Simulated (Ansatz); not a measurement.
A run of Ansatz 0.2.0:

input.yaml

```yaml
crystal:
  lattice:
    - [2.8862, 0.0, 0.0]
    - [-1.4431, 2.4995225204, 0.0]
    - [0.0, 0.0, 10.0]
  atoms:
    - { symbol: Ag, position: [-0.007849, -0.034375, 0.500822] }
    - { symbol: Ag, position: [0.00119, 0.009554, 0.006484] }
    - { symbol: Ag, position: [0.668049, 0.345156, 0.751857] }
    - { symbol: Ag, position: [0.338224, 0.667208, 0.247927] }
hamiltonian:
  xc: pbesol
  pseudopotentials: { kind: paw }
kpoints:
  mp_grid: { grid: [11, 11, 3] }
scf:
  occupations: { method: fermi_dirac, width: 0.05 }
output:
  forces: true
  stress: true
  eigenvalues: true
```

Potentials or basis: Ansatz PAW.

The run is started by

```console
$ ansatz run input.yaml --threads 2 --pin off --max-ram 5632MiB --backend cpu --events-out ev --progress --plain --runs-dir out
```

Hardware: 2 threads of Arm Neoverse V1, with other jobs on the host.

Q: How long does it take, and how much memory?

A: It took 30 s on 2 threads of Arm Neoverse V1, with other jobs on the host, peak memory 0.61 GiB. Counts: scf iterations 8, plane waves 1401, k points 182, bands 46.
